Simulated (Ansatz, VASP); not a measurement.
## KBr in VASP and in Ansatz

```
K Br
1.0
     0.00000    3.34189    3.34189
     3.34189    0.00000    3.34189
     3.34189    3.34189    0.00000
K Br
1 1
Direct
  0.00000 0.00000 0.00000
  0.50000 0.50000 0.50000
```

Change from the starting cell: strain +0.015 along x and y, +0.015 along z, atoms carried along.

Alike in both runs: task single point; functional PBE; k mesh 6 × 6 × 6; occupations gaussian, width 0.05 eV; no spin polarisation.

|  | VASP | Ansatz |
| --- | --- | --- |
| version | VASP 6.6.1 | Ansatz 0.2.0 |
| potentials or method | VASP PAW PBE potentials, release 64 (K_sv, Br) | scalar-relativistic, plane waves, PAW |
| plane-wave cutoff (eV) | 520 | 420 |
| valence electrons in the cell | 16 | 16 |

VASP gave:

| Property | Result |
| --- | --- |
| gap on the k mesh at the Fermi level (eV) | 4.33 |
| least direct gap on the mesh (eV) | 4.33 |
| pressure (GPa) | 0.2 |

Question: Which values does Ansatz return?

Answer: gap on the k mesh at the Fermi level (eV): 4.34; least direct gap on the mesh (eV): 4.34; pressure (GPa): 0.1.

The functional is the same, so the differences come from potentials, cutoffs and numerics.
